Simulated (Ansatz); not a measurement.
# InAs (F-43m) in Ansatz: notebook, part 2 of 2

Ansatz 0.2.0. Earlier steps stand in the parts before.

## (3) Elastic constants, PBEsol

input.yaml

```yaml
crystal:
  lattice:
    - [0.0, 3.018, 3.018]
    - [3.018, 0.0, 3.018]
    - [3.018, 3.018, 0.0]
  atoms:
    - { symbol: In, position: [0.0, 0.0, 0.0] }
    - { symbol: As, position: [0.75, 0.75, 0.75] }
kpoints:
  mp_grid: { grid: [6, 6, 6] }
scf:
  occupations: { method: fermi_dirac, width: 0.05 }
hamiltonian:
  xc: pbesol
  pseudopotentials: { kind: all_electron, lapw: { basis_error: 0.001 } }
output:
  forces: true
  stress: true
elastic:
  mode: relaxed_ion
  stencil: two_point
```

Potentials or basis: all-electron LAPW, scalar-relativistic.

On the command line:

```bash
> ansatz run input.yaml --threads 1 --pin off --max-ram 3072MiB --backend cpu --events-out ev --progress --plain --runs-dir out
```

The program printed:

```text
Warning: RAYON_NUM_THREADS=1 ignored (pool sized by the plan → 1); use --threads N
LAPW: plane waves up to 8.953 Å⁻¹, error target 1.0e-3 eV per atom; small_component_spin mean_spin; As in spheres of 1.230 Å, 23 of its electrons in bands, Dirac shells []; In in spheres of 1.305 Å, 21 of its electrons in bands, Dirac shells [] (how accurate: hamiltonian.pseudopotentials.lapw.basis_error, Limitations)
Engine: ansatz 0.2.0, x86_64-unknown-linux-gnu
Pseudopotentials: kind: all_electron
Pseudopotential: In, LAPW, valence charge 21, lapw/all_electron/scalar/gaussian/In, Koelling and Harmon's equation, gaussian nucleus
Pseudopotential: As, LAPW, valence charge 23, lapw/all_electron/scalar/gaussian/As, Koelling and Harmon's equation, gaussian nucleus
Functional definition: PBEsol
  exchange = pbesol_x
  correlation = pbesol_c
Crystal: 2 atoms, lattice volume = 54.978 Å³
Basis set: ecut = 305.40363336666724 eV, 645 PW (Γ), exchange–correlation at level 2
Bands: 27, of which v1, the nominal top of the filled ones, is band 22 counted from 1 (21 counted from 0)
Symmetry: 24 space group operations
Space group: F-43m (ITA 216), of the structure as read, at distance tolerance 3.8e-5 Å
k-points: 16 of 216 (time reversal used)
Non-local potential: In, projectors of the file, none
Non-local potential: As, projectors of the file, none
Initial density: superposition of atomic densities (chi_scale 0.1, normalization cell, long waves kept (reshape's long-wave potential 0.00 eV rms))
Initial wavefunctions: plane waves of lowest kinetic energy (no species holds an atomic orbital)
Functional: x = pbesol(κ = 0.804, μ = 0.12345679012345678), c = pbesol(β = 0.046)
iter 1 solved again at ethr=1.88e-3 eV; its pass at ethr=1.00e-1 eV (dr2=8.28e-1 eV) is discarded
SCF iter   1: F=—  HF=-221455.042039 eV  |F-HF|=—  |Δ(HF+E_count)|=         —  Δρ=2.88e-2  dr2=8.30e-1  ethr=1.88e-3  ⟨swp⟩=2.1  Hψ=2724  notcnv=0
preconditioner: auto → Kerker (q_TF=auto, 2.629 Å⁻¹)  [metal: Δε(μ)=0.096 eV  Ē_g=15.048 eV  σ=0.050 eV  W_gap=0.39  n_scr=14 (ndim 8)  ℏωp=21.2 eV  f_vac=0.136  D(μ)=0.12/eV (n_scr^D=0)]
[... 139 lines left out ...]
        1.587865      -0.000000       0.000000
       -0.000000       1.587865       0.000000
        0.000000       0.000000       1.587865
  P = ⅓ Tr σ = 1.5879 GPa (15.879 kbar)
--- Band table (eV; the first three rows and the last of 16) ---
  k-point 0: bands = ["-174.5782", "-118.1388", "-118.1388", "-118.1388", "-105.4211", "-63.9480", "-63.9480", "-63.9480", "-25.3939", "-25.3939", "-25.3939", "-25.3858", "-25.3858", "-4.7429", "-4.7429", "-4.7429", "-4.6124", "-4.6124", "-2.3134", "9.3519", "9.6146", "9.6146", "9.6146", "13.4799", "13.4799", "13.4799", "16.9681"]
  k-point 1: bands = ["-174.5782", "-118.1388", "-118.1388", "-118.1388", "-105.4211", "-63.9480", "-63.9480", "-63.9480", "-25.3940", "-25.3939", "-25.3939", "-25.3857", "-25.3857", "-4.7789", "-4.7327", "-4.7327", "-4.6124", "-4.6124", "-2.0258", "7.0699", "9.2950", "9.2950", "10.8124", "13.8716", "13.9298", "13.9298", "18.0626"]
  k-point 2: bands = ["-174.5782", "-118.1388", "-118.1388", "-118.1388", "-105.4211", "-63.9481", "-63.9480", "-63.9480", "-25.3940", "-25.3938", "-25.3938", "-25.3857", "-25.3857", "-4.8439", "-4.7161", "-4.7161", "-4.6087", "-4.6087", "-1.3101", "4.8213", "8.8094", "8.8094", "10.6576", "14.2909", "14.2909", "15.6858", "17.6267"]
  k-point 15: bands = ["-174.5782", "-118.1388", "-118.1388", "-118.1388", "-105.4211", "-63.9481", "-63.9480", "-63.9480", "-25.3942", "-25.3937", "-25.3934", "-25.3858", "-25.3854", "-4.9167", "-4.6821", "-4.6650", "-4.6353", "-4.5991", "-0.2228", "3.8204", "6.7555", "6.8080", "12.6144", "13.0118", "16.0025", "16.5367", "19.3514"]
--- Elastic constants: 2 strain directions × 2 members + reference (group order 24) ---
  dense FFT box of the reference and of every strained cell: 30×30×30
  strains applied: 11, 23; error gains: componentwise 1.00 (the most a stress slope's error grows in a printed constant), spectral 1.73 (1 for all six strains in a standard setting)
  C = ∂σ_k/∂η_j (tension-positive GPa; Voigt order 11 22 33 23 13 12):
        84.269     52.417     52.417      0.000      0.000     -0.000
        52.417     84.269     52.417     -0.000      0.000      0.000
        52.417     52.417     84.269      0.000      0.000      0.000
         0.000     -0.000     -0.000     32.905     -0.000      0.000
         0.000      0.000     -0.000      0.000     32.905     -0.000
        -0.000      0.000      0.000     -0.000     -0.000     32.905
  reference stress σ⁰ (GPa):     -1.588     -1.588     -1.588     -0.000     -0.000      0.000
  no Pulay correction (none for the plane-wave cutoff is built on LAPW): the batch's stresses and constants are at fixed plane waves
  C* (energy form; C + prestress term) asymmetry max|C*_kj − C*_jk| = 2.842e-14 GPa — a small one proves nothing (zero by symmetry where the batch's group is 432, −43m or m−3m); a large one is finite-difference/SCF noise where every solve meets its electron count
  moduli (Voigt/Reuss/Hill, GPa): K = 63.03/63.03/63.03   G = 26.11/23.07/24.59   E = 65.28   ν = 0.327
  mechanically stable: yes (min eigenvalue of sym C = 31.85 GPa)
  where every solve meets its electron count the energy-path curvature estimates C_jj along a normal strain and C_jj − ¼(σ⁰_aa + σ⁰_bb) along a shear (ab), closely only under elastic.basis: deformed
  strain η (Voigt 11):  stress-route row diagonal C_11 = 84.27 GPa, energy-path curvature d²(F+E_count)/dδ²/Ω₀ = 84.27 GPa
         δ    σ_11 (GPa)             F (eV)   n_scf  n_hpsi   n_pw
    -2.000e-3      -1.7567     -221454.7593695       8   24629    680   relax 0 steps, max|allowed force component| 2.78e-17 eV/Å
     2.000e-3      -1.4197     -221454.7615491       8   24584    680   relax 0 steps, max|allowed force component| 4.86e-17 eV/Å
  strain η (Voigt 23):  stress-route row diagonal C_44 = 32.90 GPa, energy-path curvature d²(F+E_count)/dδ²/Ω₀ = 33.70 GPa
         δ    σ_23 (GPa)             F (eV)   n_scf  n_hpsi   n_pw
    -2.000e-3      -0.0658     -221454.7604940       2    9683    680   relax 3 steps, max|allowed force component| 1.08e-6 eV/Å
     2.000e-3       0.0658     -221454.7604940       2    9731    680   relax 2 steps, max|allowed force component| 3.90e-6 eV/Å
```

elastic.tsv:

```text
# convention: tension-positive GPa; Voigt order 11 22 33 23 13 12; engineering shear strains; stresses and constants hold the Pulay correction, whose part of sigma0, of c and of each member's stress the lines and columns named pulay_correction_..._gpa give (of c_energy it is that of c and, on the columns of strains 1 to 3, that of sigma0; of a layer's constants it is that of c in the plane, times a tenth of its plane spacing in ang); where a line pulay_correction_withheld stands none holds it
[... 15 lines left out ...]
6	-3.3080189893e-29	2.5980442199e-29	1.5777218104e-30	-1.8932661725e-29	-7.0574629053e-21	3.2904907997e1	1.1580555915e-17	1.1580555915e-17	1.1580555915e-17	-1.8932661725e-29	-7.0574629053e-21	3.2904907997e1	nan	nan	nan	nan	nan	nan
```

Run time: 5.2 min. Hardware: 1 thread of Intel Xeon at 2.50GHz (Skylake/Cascade Lake), shared host; peak memory 0.42 GiB.

Results:

| Item | Value |
| --- | --- |
| Free energy | -221454.7605 eV |
| Pressure | 1.6 GPa |
| Band gap on the k mesh | none (metal or under the smearing width) |
| Elastic constants C11, C12, C44 | 84, 52, 33 GPa |
| Voigt bulk modulus | 63 GPa |

Elastic tensor in Voigt notation (GPa, in the Cartesian axes of the cell as first typed):
```
84 52 52  0  0  0
52 84 52  0  0  0
52 52 84  0  0  0
 0  0  0 33  0  0
 0  0  0  0 33  0
 0  0  0  0  0 33
```

Caveat: the k mesh is thin for a metal, which can move the energy by tens of meV per atom; a metal's response needs a denser mesh; elastic constants of metals need much finer meshes, so these are rough; this crystal is a semiconductor, whose small gap the functional closes, so the metal is an error of the method.

## (4) Elastic constants, PBE

Changes to input.yaml since step 3:

```diff
@@ -13,3 +13,3 @@
 hamiltonian:
-  xc: pbesol
+  xc: pbe
   pseudopotentials: { kind: all_electron, lapw: { basis_error: 0.001 } }
```

On the command line:

```bash
> ansatz run input.yaml --threads 1 --pin off --max-ram 3072MiB --backend cpu --events-out ev --progress --plain --runs-dir out
```

Wall time 4.6 min (1 thread of Intel Xeon at 2.50GHz (Skylake/Cascade Lake), shared host); peak memory 0.42 GiB.

Results (log left out):

```yaml
Free_energy: -221570.3145 eV
Pressure: 4.4 GPa
Band_gap_on_the_k_mesh: none (metal or under the smearing width)
Elastic_constants_C11_C12_C44: 88, 58, 32 GPa
Voigt_bulk_modulus: 68 GPa
```

Levels at points of the mesh, in eV from the Fermi level:
| k point | band 19 | band 20 | band 21 | band 22 | band 23 | band 24 | band 25 | band 26 |
| --- | --- | --- | --- | --- | --- | --- | --- | --- |
| (0.00, 0.00, 0.00) | -11.93 | -0.21 | -0.04 | -0.04 | -0.04 | 3.88 | 3.88 | 3.88 |
| (0.00, 0.00, -0.50) | -10.45 | -5.82 | -1.03 | -1.03 | 0.93 | 4.65 | 4.65 | 6.83 |
| (0.00, -0.50, -0.50) | -9.90 | -5.89 | -2.37 | -2.37 | 1.51 | 2.03 | 9.18 | 9.28 |

Elastic tensor in Voigt notation (GPa, in the Cartesian axes of the cell as first typed):
```
88 58 58  0  0  0
58 88 58  0  0  0
58 58 88  0  0  0
 0  0  0 32  0  0
 0  0  0  0 32  0
 0  0  0  0  0 32
```

Caveat: the k mesh is thin for a metal, which can move the energy by tens of meV per atom; a metal's response needs a denser mesh; the cell is more than 3 GPa from zero pressure, which shifts response properties; elastic constants of metals need much finer meshes, so these are rough; this crystal is a semiconductor, whose small gap the functional closes, so the metal is an error of the method.

## (5) Summary

```csv
task,level,potentials or basis,spin,cutoff (eV),gap on the mesh (eV),pressure (GPa)
band structure,PBE,"all-electron LAPW, relativistic spinors","SOC, no magnetisation",283,-,4.3
elastic constants,PBEsol,"all-electron LAPW, scalar-relativistic",off,305,none,1.6
elastic constants,PBE,"all-electron LAPW, scalar-relativistic",off,305,none,4.4
```

Alike in all rows: cell as given; k mesh 6 × 6 × 6; smearing fermi-dirac 0.05 eV; basis error allowed 0.001 eV/atom.

Caveats: the k mesh is thin for a metal, which can move the energy by tens of meV per atom; this crystal is a semiconductor, whose small gap the functional closes, so the metal is an error of the method; a metal's response needs a denser mesh (some runs); elastic constants of metals need much finer meshes, so these are rough (some runs); the cell is more than 3 GPa from zero pressure, which shifts response properties (some runs).

Compare energies only between runs with the same functional and basis.

## (6) Comparison with measurements

Step 2. Measured gap of InAs: 0.418 eV (direct; 4.2 K; a printed reference work, data compilation). This calculation gives 0.00 eV (-0.42 eV). The value is that of PBE, without temperature or zero-point motion. Semilocal functionals fall short of measured gaps as a rule.

Step 3. Measured gap of InAs: 0.418 eV (direct; 4.2 K; a printed reference work, data compilation). This calculation gives 0.00 eV (-0.42 eV). Spin-orbit coupling on As, In is left out. The value is that of PBEsol on a finite k mesh, which can miss the band edges, without temperature or zero-point motion. Semilocal functionals fall short of measured gaps as a rule.

Step 4. Against the measured gap of InAs, 0.418 eV (direct; 4.2 K; a printed reference work, data compilation), the calculated 0.00 eV is off by -0.42 eV. Spin-orbit coupling on As, In is left out. The value is that of PBE on a finite k mesh, which can miss the band edges, without temperature or zero-point motion. Semilocal functionals fall short of measured gaps as a rule.
